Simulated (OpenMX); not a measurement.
## PbO under changes of volume

One of the cells (19.077 Å³/atom); the others are scaled copies at fixed shape and fractional positions:

```
Pb O
1.0
     5.87600    0.00000    0.00000
     0.00000    5.47600    0.00000
     0.00000    0.00000    4.74300
Pb O
4 4
Cartesian
  4.5186 2.8147 1.1858
  1.3574 2.6613 3.5573
  4.5186 5.3993 3.5573
  1.3574 0.0767 1.1858
  0.7756 3.1870 1.1858
  5.1004 2.2890 3.5573
  0.7756 5.0270 3.5573
  5.1004 0.4490 1.1858
```

```yaml
Program: OpenMX 3.8.5
Functional: PBE
Potentials_or_basis: OpenMX 2013 PBE set, Pb8.0-s3p2d2, O6.0-s2p2, fixed grid of 80 × 75 × 64 points
k_mesh: 5 × 5 × 7
Occupations: fermi-dirac, width 0.05 eV
Spin: no spin polarisation
```

```tsv
volume (Å³/atom)	energy over the lowest point (meV/atom)	gap on the mesh (eV)	largest force (eV/Å)
17.932	107.54	1.99	2.732
18.314	75.80	1.98	2.356
18.695	50.39	1.96	2.018
19.077	?	?	?
19.458	16.01	1.92	1.466
19.840	5.95	1.90	1.259
20.222	0.00	1.87	1.108
```

**Question.** What does the run at 19.077 Å³/atom give?

**Answer.** Energy over the lowest point 30.64 meV/atom; gap on the mesh 1.94 eV; largest force 1.720 eV/Å.

Worked out: A Birch-Murnaghan fit of order 3 (a polynomial in V^(-2/3)) to the other rows has its minimum at 20.66 Å³/atom, just outside them, with B0 = V·E''(V) = 75 GPa and B' = 4.6 at fixed shape and positions, which overstates the stiffness. It gives 30.64 meV/atom at 19.077 Å³/atom, against the run's 30.64. A straight line through the other rows of the gap, of slope -0.997 eV per unit of ln V, gives 1.94 eV, against the run's 1.94.

Energies are extrapolated to zero smearing.

Caveats: the basis has few d functions beyond the semicore shells, which can make volumes several per cent too large; spin-orbit coupling is left out, which as a rule narrows the gap of such compounds by several tenths of an eV; an odd mesh through Γ misses points on the zone boundary, where band edges often lie; the cell's inner coordinates are idealised or old, which leaves forces on the atoms; the basis of atomic orbitals isn't converged, which shifts pressures, moduli and gaps.
